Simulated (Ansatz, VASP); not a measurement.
# One calculation of Si2Mo, two programs

File INCAR:

```
PREC = Accurate
ENCUT = 520
EDIFF = 1E-6
ISMEAR = 0
SIGMA = 0.1
LREAL = F
LASPH = T
NELM = 60
ALGO = Normal
ISIF = 2
LWAVE = F
LCHARG = F
GGA = PE
NBANDS = 18
```

KPOINTS

```
regular mesh
0
Gamma
  8 8 8
```

File POSCAR:

```
Si2Mo
1.0
   -1.5287048260      1.5287048260      3.7503717400
    1.5287048260     -1.5287048260      3.7503717400
    1.5287048260      1.5287048260     -3.7503717400
Si Mo
2 1
Direct
    0.3330000000      0.3330000000      0.0000000000
    0.6670000000      0.6670000000      0.0000000000
    0.0000000000      0.0000000000      0.0000000000
```

Input for Ansatz:

```yaml
crystal:
  lattice:
    - [-1.528704826, 1.528704826, 3.75037174]
    - [1.528704826, -1.528704826, 3.75037174]
    - [1.528704826, 1.528704826, -3.75037174]
  atoms:
    - { symbol: Si, position: [0.333, 0.333, 0.0] }
    - { symbol: Si, position: [0.667, 0.667, 0.0] }
    - { symbol: Mo, position: [0.0, 0.0, 0.0] }
basis:
  ecutwfc: 420
kpoints:
  mp_grid: { grid: [8, 8, 8] }
hamiltonian:
  xc: pbe
scf:
  occupations: { method: gaussian, width: 0.1 }
output:
  forces: true
  stress: true
  eigenvalues: true
```

Alike in both runs: task single point; functional PBE; k mesh 8 × 8 × 8; occupations gaussian, width 0.1 eV; no spin polarisation.

|  | VASP | Ansatz |
| --- | --- | --- |
| version | VASP 6.6.1 | Ansatz 0.2.0 |
| potentials or method | VASP PAW PBE potentials, release 64 (Si, Mo_sv) | scalar-relativistic, plane waves, PAW |
| plane-wave cutoff (eV) | 520 | 420 |
| valence electrons in the cell | 22 | 22 |

```csv
,VASP,Ansatz,Ansatz less VASP
gap on the k mesh at the Fermi level (eV),none,none,-
pressure (GPa),43.1,42.8,-0.25
largest component of the traceless stress (GPa),2.94,2.97,+0.031
rms of the force components (eV/Å),0.038,0.042,+0.0038
```

Atom by atom the forces differ by 0.004 eV/Å (rms over components). A gap of «none» marks a metal or a gap that the smearing closes. The functional is the same, so the differences come from potentials, cutoffs and numerics.

Caveats: the k mesh is coarse (spacing up to 0.36 Å⁻¹), so the values aren't converged; so large a pressure means that the cell lies far from this level's equilibrium, or that cutoff or potentials fall short (VASP).
